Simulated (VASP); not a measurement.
Runs of VASP 6.6.1 on Ti. It takes space group Fm-3m (No. 225, cubic). The conventional cell has a = 4.109 Å, b = 4.109 Å, c = 4.109 Å, α = 90.00°, β = 90.00°, γ = 90.00°. Ti (site symmetry m-3m) has 12 Ti at 2.91 Å as nearest neighbours. This isn't the form of Ti at room conditions, which is hcp.

```tsv
task	level	potentials or basis	cell	k mesh	cutoff (eV)	mesh quality	gap on the mesh (eV)	pressure (GPa)	relaxed volume (Å³/atom)
relaxation of cell and atoms	PBEsol	VASP PAW PBE potentials, release 64 (Ti_sv)	relaxed	6 × 6 × 6	600	coarse	none	0.0	16.74
relaxation of cell and atoms	RPBE	VASP PAW PBE potentials, release 64 (Ti_sv)	relaxed	18 × 18 × 18	600	not flagged	none	0.0	(a)
single point	PBEsol	VASP PAW PBE potentials, release 64 (Ti_sv)	as given	18 × 18 × 18	520	not flagged	none	-4.4	-
relaxation of cell and atoms	PBEsol	VASP PAW PBE potentials, release 64 (Ti_sv)	relaxed	18 × 18 × 18	600	not flagged	none	0.0	16.64
relaxation of cell and atoms	LDA	VASP PAW LDA potentials, release 64 (Ti_sv)	relaxed	18 × 18 × 18	600	not flagged	none	0.0	15.99
relaxation of cell and atoms	PBEsol	VASP PAW PBE potentials, release 64 (Ti)	relaxed	18 × 18 × 18	580	not flagged	none	0.0	(b)
```

Alike in all rows: no spin polarisation; smearing gaussian 0.1 eV.

Fill in the values left out.

(a) 17.87; (b) 16.50.

Caveats: some runs use coarse meshes; the PAW data sets were made with another functional, which shifts forces and pressure a little (some runs).

A gap of «none» marks a metal or a gap under the smearing width.

The runs don't all hold the same shells in valence.

Runs at the PBE level aren't shown here.
